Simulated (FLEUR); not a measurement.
**Pd: changing the volume of the cell**

```
CELL_PARAMETERS angstrom
0.00000 1.94650 1.94650
1.94650 0.00000 1.94650
1.94650 1.94650 0.00000
ATOMIC_POSITIONS crystal
Pd 0.00000 0.00000 0.00000
```

Kept alike: task single point; functional PBEsol; k mesh 12 × 12 × 12; occupations fermi-dirac, width 0.05 eV; no spin polarisation. Program: FLEUR, all-electron, FLAPW. The mesh is that of the run's cell of 1 atom. No spin-orbit coupling.

| volume of cell, f (times the cell shown) | free energy over the lowest row (meV/atom) |
| --- | --- |
| 0.8 | 510.49 |
| 0.85 | ? |
| 0.9 | 82.24 |
| 0.95 | 10.48 |
| 1 | 0.00 |
| 1.05 | 33.33 |
| 1.1 | 97.85 |

The cell shown is the unstrained one; x, y and z are its Cartesian axes; atoms keep their fractions. For a metal such a mesh leaves the last digits unconverged.

Task: Fit the rows shown and predict the run at 0.85 times the cell shown.

Result: A least-squares cubic through the rows shown is free energy = -26522.3 f³ + 88698.4 f² - 97498.1 f + 35321.2 (largest miss 1.939); at f = 0.85 it gives 244.38 meV/atom. The run gave: free energy over the lowest row 238.01 meV/atom.
